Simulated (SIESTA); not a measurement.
# WC (Qusongite) in SIESTA: convergence with basis size

Crystal: WC (Qusongite).

```xyz
2
Lattice="2.9065 0.0000 0.0000 -1.4532 2.5171 0.0000 0.0000 0.0000 2.8366" Properties=species:S:1:pos:R:3 pbc="T T T"
W     0.0076    0.0168    0.0552
C     1.5104    0.8177    1.4749
```

The cell isn't the ideal one: atoms moved at random, drawn with an rms of 0.05 Å.

| Item | Value |
| --- | --- |
| Program | SIESTA 5.4.2 |
| Task | single point |
| Functional | LDA |
| Potentials or basis | PseudoDojo 0.4 standard (LDA files) |
| Basis | SZ (energy shift 0.003 Ry) |
| Grid cutoff | 800 Ry |
| Energy shift | 0.003 Ry |
| k mesh | 8 × 8 × 7 |
| Occupations | fermi-dirac, width 0.05 eV |
| Spin | no spin polarisation |

These are the settings of the first run; the series varies basis size, with any setting tied to it.

Hardware: 1 thread of Intel(R) Xeon(R) 6975P-C (Granite Rapids) (shared host).

Q: The values tried are SZ, SZP, DZ, DZP, DZDP, TZP, TZDP, TZTP, loosest first. From which on does the pressure stay within 0.1 GPa of the tightest run that finished?

A: From TZDP on.

```
basis size  energy less the tightest run, at zero smearing (meV/atom)  pressure (GPa)  largest force (eV/Å)  SCF cycles  CPU time (s)  peak memory (GiB)
        SZ                                                     833.52           -4.85                 1.060           8            11               0.24
       SZP                                                     213.27           -1.78                 1.072           9            29               0.29
        DZ                                                     200.86           -2.69                 1.044          10            23               0.26
       DZP                                                      96.55           -4.06                 1.035          10            45               0.31
      DZDP                                                      73.44           -5.35                 1.039           9            63               0.35
       TZP                                                      32.80           -5.36                 1.035           9            61               0.35
      TZDP                                                      11.51           -6.27                 1.039           9            90               0.39
      TZTP                                                       0.00           -6.19                 1.032          10           140               0.44
```

Not settled before the last step: the energy (to 1 meV/atom), the largest force (to 0.005 eV/Å). The tightest run that finished is the yardstick and may itself not be fully converged.

Caveat, for the tightest run too: short orbitals over semicore shells can move pressures by several GPa; the basis of atomic orbitals isn't converged, which shifts pressures, moduli and gaps. The run has no spin-orbit coupling, so splittings on W are missing.
